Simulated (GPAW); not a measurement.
# Al2Au (Fm-3m) in GPAW: reference runs

How does Al2Au come out in PBE? The cell is run as given and disturbed.

Program: GPAW 26.7.0. These are calculated values, not measurements. Logs are shortened: lines on timing, memory, paths and dates and some standing lists are left out, and cuts for length are marked. The log counts tension as positive stress, the text compression.

### Step 1. The structure

It takes space group Fm-3m (No. 225, cubic). The conventional cell has a = 6.000 Å, b = 6.000 Å, c = 6.000 Å, α = 90.00°, β = 90.00°, γ = 90.00°. Au (site symmetry m-3m) is surrounded by 8 Al at 2.60 Å. Al (site symmetry -43m) is surrounded by 4 Au at 2.60 Å.

### Step 2. Single point, PBE

File run.py:

```python
from ase import Atoms
from ase.dft.bandgap import bandgap
from ase.io import write
from ase.units import Bohr, GPa
from gpaw import GPAW, PW
from gpaw.elf import elf_from_dft_calculation

atoms = Atoms(['Au', 'Al', 'Al'],
              cell=[[0.0, 3.0, 3.0],
                    [3.0, 0.0, 3.0],
                    [3.0, 3.0, 0.0]],
              scaled_positions=[[0.0, 0.0, 0.0],
                                [0.75, 0.75, 0.75],
                                [0.25, 0.25, 0.25]],
              pbc=True)

calc = GPAW(mode=PW(600),
            xc='PBE',
            kpts={'size': (8, 8, 8), 'gamma': True},
            occupations={'name': 'fermi-dirac', 'width': 0.05},
            nbands=20,
            convergence={'density': 1e-05, 'energy': 1e-05},
            maxiter=150,
            txt='gpaw.txt')
atoms.calc = calc
energy = atoms.get_potential_energy()
forces = atoms.get_forces()
stress = atoms.get_stress()
calc.write('gs.gpw')
write('result.traj', atoms)
print(f'Energy: {energy:.6f} eV')
print('Forces (eV/A):')
print(forces.round(4))
print('Stress (GPa):', (stress / GPa).round(3))
print('Fermi level:', round(calc.get_fermi_level(), 4), 'eV')
print(f'Gap: {bandgap(calc)[0]:.4f} eV, direct: {bandgap(calc, direct=True)[0]:.4f} eV')

# fields on the real-space grid
write('density.cube', atoms, data=calc.get_pseudo_density() * Bohr**3)
write('potential.cube', atoms, data=calc.get_electrostatic_potential())
write('elf.cube', atoms, data=elf_from_dft_calculation(calc).data)
```

Potentials or basis: GPAW PAW data sets (gpaw-data 1.2.1), pw.

Command:

```bash
> OMP_NUM_THREADS=1 python run.py
```

gpaw.txt:

```text
__  _  _
 | _ |_)|_||  |
 |__||  | ||/\| - 26.7.0

Input parameters:
  mode=PW(ecut=600.0),
  convergence={'density': 1e-05, 'energy': 1e-05},
  kpts=MonkhorstPack(size=(8, 8, 8), gamma=True),
  maxiter=150,
  nbands=20,
  occupations=Occupations(name='fermi-dirac', width=0.05),
  xc=XC(name='PBE')

Diagonalizing LCAO Hamiltonian
Converting LCAO to pw mode

                     Al

            Al

       Au

Atoms  # Å, Bohr magnetons
|   | symbol |        x |        y |        z |    initial magnetic moments |
|---|--------|----------|----------|----------|-----------------------------|
| 0 |     Au | 0.000000 | 0.000000 | 0.000000 | ( 0.0000,  0.0000,  0.0000) |
| 1 |     Al | 4.500000 | 4.500000 | 4.500000 | ( 0.0000,  0.0000,  0.0000) |
| 2 |     Al | 1.500000 | 1.500000 | 1.500000 | ( 0.0000,  0.0000,  0.0000) |

Unit cell  # Å
| periodic |        x |        y |        z |  lengths |    angles |
|----------|----------|----------|----------|----------|-----------|
|      yes | 0.000000 | 3.000000 | 3.000000 | 4.242641 | 60.000000 |
|      yes | 3.000000 | 0.000000 | 3.000000 | 4.242641 | 60.000000 |
|      yes | 3.000000 | 3.000000 | 0.000000 | 4.242641 | 60.000000 |

Number of symmetries: 48
Symmetry operations  # r_c * U_cc + t_c -> r_c
|    | kind |            matrix            |
|----|------|------------------------------|
|  0 |  σ   |  1, 0, 0,  1, 0,-1,  1,-1, 0 |
|  1 |  C2  |  1, 0, 0,  1,-1, 0,  1, 0,-1 |
|  2 |  E   |  1, 0, 0,  0, 1, 0,  0, 0, 1 |
|  3 |  σ   |  1, 0, 0,  0, 0, 1,  0, 1, 0 |
|  4 |  C4  |  1, 0,-1,  1, 0, 0,  1,-1, 0 |
|  5 |  S6  |  1, 0,-1,  1,-1, 0,  1, 0, 0 |
|  6 |  σ   |  1, 0,-1,  0, 1,-1,  0, 0,-1 |
|  7 |  C3  |  1, 0,-1,  0, 0,-1,  0, 1,-1 |
|  8 |  S6  |  1,-1, 0,  1, 0, 0,  1, 0,-1 |
|  9 |  C4  |  1,-1, 0,  1, 0,-1,  1, 0, 0 |
| 10 |  C3  |  1,-1, 0,  0,-1, 1,  0,-1, 0 |
| 11 |  σ   |  1,-1, 0,  0,-1, 0,  0,-1, 1 |
| 12 |  σ   |  0, 1, 0,  1, 0, 0,  0, 0, 1 |
| 13 |  C4  |  0, 1, 0,  0, 1,-1, -1, 1, 0 |
| 14 |  C3  |  0, 1, 0,  0, 0, 1,  1, 0, 0 |
| 15 |  S6  |  0, 1, 0, -1, 1, 0,  0, 1,-1 |
| 16 |  C2  |  0, 1,-1,  1, 0,-1,  0, 0,-1 |
| 17 |  σ   |  0, 1,-1,  0, 1, 0, -1, 1, 0 |
| 18 |  S4  |  0, 1,-1,  0, 0,-1,  1, 0,-1 |
| 19 |  C4  |  0, 1,-1, -1, 1, 0,  0, 1, 0 |
| 20 |  C3  |  0, 0, 1,  1, 0, 0,  0, 1, 0 |
| 21 |  σ   |  0, 0, 1,  0, 1, 0,  1, 0, 0 |
| 22 |  S6  |  0, 0, 1,  0,-1, 1, -1, 0, 1 |
| 23 |  C4  |  0, 0, 1, -1, 0, 1,  0,-1, 1 |
| 24 |  S4  |  0, 0,-1,  1, 0,-1,  0, 1,-1 |
| 25 |  C3  |  0, 0,-1,  0, 1,-1,  1, 0,-1 |
| 26 |  C2  |  0, 0,-1,  0,-1, 0, -1, 0, 0 |
| 27 |  S6  |  0, 0,-1, -1, 0, 0,  0,-1, 0 |
| 28 |  S4  |  0,-1, 1,  1,-1, 0,  0,-1, 0 |
| 29 |  C4  |  0,-1, 1,  0, 0, 1, -1, 0, 1 |
| 30 |  C2  |  0,-1, 1,  0,-1, 0,  1,-1, 0 |
| 31 |  σ   |  0,-1, 1, -1, 0, 1,  0, 0, 1 |
| 32 |  C3  |  0,-1, 0,  1,-1, 0,  0,-1, 1 |
| 33 |  S6  |  0,-1, 0,  0, 0,-1, -1, 0, 0 |
| 34 |  S4  |  0,-1, 0,  0,-1, 1,  1,-1, 0 |
| 35 |  C2  |  0,-1, 0, -1, 0, 0,  0, 0,-1 |
| 36 |  C2  | -1, 1, 0,  0, 1, 0,  0, 1,-1 |
| 37 |  S6  | -1, 1, 0,  0, 1,-1,  0, 1, 0 |
| 38 |  S4  | -1, 1, 0, -1, 0, 1, -1, 0, 0 |
| 39 |  C3  | -1, 1, 0, -1, 0, 0, -1, 0, 1 |
| 40 |  S6  | -1, 0, 1,  0, 0, 1,  0,-1, 1 |
| 41 |  C2  | -1, 0, 1,  0,-1, 1,  0, 0, 1 |
| 42 |  C3  | -1, 0, 1, -1, 1, 0, -1, 0, 0 |
| 43 |  S4  | -1, 0, 1, -1, 0, 0, -1, 1, 0 |
| 44 |  C2  | -1, 0, 0,  0, 0,-1,  0,-1, 0 |
| 45 |  i   | -1, 0, 0,  0,-1, 0,  0, 0,-1 |
| 46 |  σ   | -1, 0, 0, -1, 1, 0, -1, 0, 1 |
| 47 |  C2  | -1, 0, 0, -1, 0, 1, -1, 1, 0 |

BZ-sampling:
  Number of BZ points: 512
  Number of IBZ points: 29

  Monkhorst-Pack size: [8, 8, 8]
  Monkhorst-Pack shift: [0.0625, 0.0625, 0.0625]

K-points  # in reciprocal-cell coordinates
|     |                                coordinates |     weight |
|-----|--------------------------------------------|------------|
|   0 | (  0.00000000,   0.00000000,   0.00000000) | 0.00195312 |
|   1 | (  0.12500000,   0.12500000,   0.00000000) | 0.01171875 |
|   2 | (  0.12500000,   0.12500000,   0.12500000) | 0.01562500 |
|   3 | (  0.25000000,   0.12500000,   0.12500000) | 0.02343750 |
|   4 | (  0.25000000,   0.25000000,   0.00000000) | 0.01171875 |
|   5 | (  0.25000000,   0.25000000,   0.12500000) | 0.04687500 |
|   6 | (  0.25000000,   0.25000000,   0.25000000) | 0.01562500 |
|   7 | (  0.37500000,   0.25000000,  -0.37500000) | 0.04687500 |
|   8 | (  0.37500000,   0.25000000,   0.12500000) | 0.04687500 |
|   9 | (  0.37500000,   0.25000000,   0.25000000) | 0.04687500 |
| ... |                                            |            |
|  28 | (  0.50000000,   0.50000000,   0.50000000) | 0.00781250 |

Plane wave coefficients: 1826
Cutoff: 600.0 eV

Spin-components: 1 (collinear spins)
Bands:           20
Projectors:      16
Spin-degeneracy: 2
Datatype:        complex128

Parallelization:
  kpt:    1
  domain: 1
  band:   1

Density:
  Valence electrons: 17.0
  Components: 1
  Grid points: [24 24 24]
  Charge: 0.0  # |e|

Potential:
  Grid points: [24 24 24]

species:
  Au:
    name:    Gold
    Z:       79.0
    valence: 11
    core:    68
    charge:  0.0  # [|e|]
    compensation charges:
      type: gauss
      rc: 0.42  # [Å]
      lmax: 2
    cutoffs:
      filter: 2.33  # [Å]
      core: 2.81  # [Å]
    projectors
    | kind |    occ | energy [eV] | rcut [Å] |
    |------|--------|-------------|----------|
    |   6s |  1.000 |      -5.728 |    1.323 |
    |   6p |  0.000 |      -0.775 |    1.323 |
    |   5d | 10.000 |      -6.891 |    1.323 |
    |    s |        |      21.484 |    1.323 |
    |    p |        |      26.436 |    1.323 |
    |    d |        |      20.321 |    1.323 |

    Using partial waves for Au as LCAO basis

  Al:
    name:    Aluminium
    Z:       13.0
    valence: 3
    core:    10
    charge:  0.0  # [|e|]
    compensation charges:
      type: gauss
      rc: 0.34  # [Å]
      lmax: 2
    cutoffs:
      filter: 1.91  # [Å]
      core: 2.36  # [Å]
    projectors
    | kind |    occ | energy [eV] | rcut [Å] |
    |------|--------|-------------|----------|
    |   3s |  2.000 |      -7.753 |    1.085 |
    |   3p |  1.000 |      -2.712 |    1.085 |
    |    s |        |      19.459 |    1.085 |
    |    p |        |      24.499 |    1.085 |
    |    d |        |       0.000 |    1.085 |

    Using partial waves for Al as LCAO basis

Reference energy: -529805.117639  # eV

eigensolver:
  PPCG
  Converge bands: occupied
  niter=2

density mixing:
  MSR1-Mixer
  Pratt-step length: 0.05
  Maximum mixing coefficient: 0.75
  Old densities: 10
  SVD Regularization: 0.005
  Good broyden scale: 1.0
  Trust region scale: 1.0
  Backstep threshold: 4.0
  History deletion threshold: 6.0
  Fourier metric: weight=20.0, sigma=0.015

occupation numbers:
  Fermi-Dirac:
    width: 0.0500  # eV

poisson solver:
  ecut: 4800.0  # eV

xc functional:
  name: PBE with 2 nearest neighbor stencil

convergence criteria:
[... 6 lines left out ...]
|iter     | |      energy | eigst |  dens |
|---------|-|-------------|-------|-------|
|iter:   1| |  -13.615145 | +0.36 |       |
|iter:   2| |  -13.085255 | -2.01 | -0.78 |
|iter:   3| |  -11.967327 | -1.25 | -0.84 |
|iter:   4| |  -11.933839 | -3.16 | -1.32 |
|iter:   5| |  -11.923987 | -3.32 | -1.63 |
|iter:   6| |  -11.923970 | -5.06 | -2.54 |
|iter:   7| |  -11.923983c| -5.36 | -2.93 |
|iter:   8| |  -11.923983c| -7.34 | -4.01 |
|iter:   9| |  -11.923983c| -7.74c| -4.34 |
|iter:  10| |  -11.923983c| -8.84c| -5.73c|

Converged in 10 steps
Energy contributions relative to reference atoms: (reference = -529805.117639)

Energy contributions:
  Kinetic:          -9.855378
  Coulomb:           9.786737
  Zero:              0.273027
  External:          0.000000
  Xc:              -12.124113
  Entropy:          -0.008512
  Spinorbit:         0.000000
  ----------------------------
  Free energy:     -11.928239
  Extrapolated:    -11.923983

dipole moment: (-21.271830, -21.271830, -21.271830)  # |e|*Ang

Fermi level: 7.453
Eigenvalues  # (at kpt = [0.000, 0.000, 0.000])
| band index |      eig [eV] | occ [0-2] |
|------------|---------------|-----------|
|          0 |        -3.097 |     2.000 |
|          1 |         0.847 |     2.000 |
|          2 |         0.847 |     2.000 |
|          3 |         0.847 |     2.000 |
|          4 |         1.775 |     2.000 |
|          5 |         1.775 |     2.000 |
|          6 |         9.775 |     0.000 |
|          7 |        10.399 |     0.000 |
|          8 |        10.399 |     0.000 |
|          9 |        10.399 |     0.000 |
|         10 |        11.353 |     0.000 |
|         11 |        11.353 |     0.000 |
|         12 |        11.353 |     0.000 |
|         13 |        13.276 |     0.000 |
|        ... |               |           |
|         19 |        18.804 |     0.000 |

No gap
No difference between direct/indirect transitions

Forces  # eV/Ang
|       x |       y |        z |
|---------|---------|----------|
| 0.00000 | 0.00000 |  0.00000 |  # Au   0
| 0.00000 | 0.00000 |  0.00000 |  # Al   1
| 0.00000 | 0.00000 | -0.00000 |  # Al   2

Stress tensor  # eV/Ang^3
|         x |         y |         z |
|-----------|-----------|-----------|
| -0.022986 | -0.000000 |  0.000000 |
| -0.000000 | -0.022986 | -0.000000 |
|  0.000000 | -0.000000 | -0.022986 |

# Writing to gs.gpw (mode='')
```

Wall time 19 s (1 thread of Arm Neoverse V2, shared host); peak memory 0.17 GiB.

Results:

| Quantity | Value |
| --- | --- |
| Free energy | -11.9282 eV |
| Pressure | 3.7 GPa |
| Band gap on the k mesh | none (metal or under the smearing width) |

Levels at points of the mesh, in eV from the Fermi level:
| k point | band 5 | band 6 | band 7 | band 8 | band 9 | band 10 | band 11 | band 12 | band 13 | band 14 |
| --- | --- | --- | --- | --- | --- | --- | --- | --- | --- | --- |
| (0.00, 0.00, 0.00) | -5.68 | -5.68 | 2.32 | 2.95 | 2.95 | 2.95 | 3.90 | 3.90 | 3.90 | 5.82 |
| (0.50, 0.50, 0.00) | -5.80 | -5.37 | -5.02 | -2.12 | -2.12 | 1.25 | 2.09 | 7.80 | 9.81 | 9.81 |
| (0.50, 0.50, 0.50) | -5.55 | -5.55 | -5.45 | 0.36 | 0.36 | 3.35 | 3.61 | 3.80 | 3.80 | 8.94 |

Caveat: with this Au data set, volumes or pressures lay over 1.5 % or 2 GPa off other programs in two to four cells of ten. The run has no spin-orbit coupling, so splittings on Au are missing.

### Step 3. Single point, PBE (atoms moved at random, drawn with an rms of 0.05 Å)

run.py: that of step 2 with these lines changed.

```diff
@@ -3,5 +3,4 @@
 from ase.io import write
-from ase.units import Bohr, GPa
+from ase.units import GPa
 from gpaw import GPAW, PW
-from gpaw.elf import elf_from_dft_calculation
 
@@ -11,5 +10,5 @@
                     [3.0, 3.0, 0.0]],
-              scaled_positions=[[0.0, 0.0, 0.0],
-                                [0.75, 0.75, 0.75],
-                                [0.25, 0.25, 0.25]],
+              scaled_positions=[[-0.009348, -0.009152, 0.01134],
+                                [0.731025, 0.75675, 0.763139],
+                                [0.241721, 0.25162, 0.259949]],
               pbc=True)
@@ -36,6 +35 @@
 print(f'Gap: {bandgap(calc)[0]:.4f} eV, direct: {bandgap(calc, direct=True)[0]:.4f} eV')
-
-# fields on the real-space grid
-write('density.cube', atoms, data=calc.get_pseudo_density() * Bohr**3)
-write('potential.cube', atoms, data=calc.get_electrostatic_potential())
-write('elf.cube', atoms, data=elf_from_dft_calculation(calc).data)
```

Potentials or basis: GPAW PAW data sets (gpaw-data 1.2.1), pw.

Command:

```bash
> OMP_NUM_THREADS=1 python run.py
```

Wall time 2.5 min (1 thread of Arm Neoverse V2, shared host); peak memory 0.4 GiB.

The run converged. Its results:

* Free energy: -11.9152 eV
* Pressure: 3.8 GPa
* Largest force: 0.424 eV/Å
* Band gap on the k mesh: none (metal or under the smearing width)

Forces on the atoms (eV/Å):
```
Au   0.347 -0.107  0.218
Al  -0.253  0.113 -0.043
Al  -0.094 -0.006 -0.174
```

Stress tensor (GPa, compression positive):
```
 3.79 -0.42 -0.40
-0.42  3.86  0.52
-0.40  0.52  3.83
```

Levels at points of the mesh, in eV from the Fermi level:
| k point | band 7 | band 8 | band 9 | band 10 | band 11 | band 12 |
| --- | --- | --- | --- | --- | --- | --- |
| (0.00, 0.00, 0.00) | 2.31 | 2.88 | 2.96 | 2.96 | 3.90 | 3.91 |
| (0.00, 0.00, 0.50) | -5.43 | 0.31 | 0.44 | 3.29 | 3.60 | 3.78 |
| (0.00, 0.50, 0.00) | -5.42 | 0.32 | 0.43 | 3.32 | 3.60 | 3.74 |
| (0.00, 0.50, 0.50) | -5.03 | -2.12 | -2.12 | 1.25 | 2.08 | 7.80 |
| (0.50, 0.00, 0.00) | -5.51 | 0.32 | 0.34 | 3.35 | 3.61 | 3.82 |
| (0.50, 0.00, 0.50) | -5.03 | -2.12 | -2.11 | 1.25 | 2.08 | 7.80 |
| (0.50, 0.50, 0.00) | -5.03 | -2.12 | -2.12 | 1.25 | 2.08 | 7.80 |
| (0.50, 0.50, 0.50) | -5.44 | 0.31 | 0.43 | 3.31 | 3.60 | 3.75 |

Caveat: with this Au data set, volumes or pressures lay over 1.5 % or 2 GPa off other programs in two to four cells of ten. The run has no spin-orbit coupling, so splittings on Au are missing.
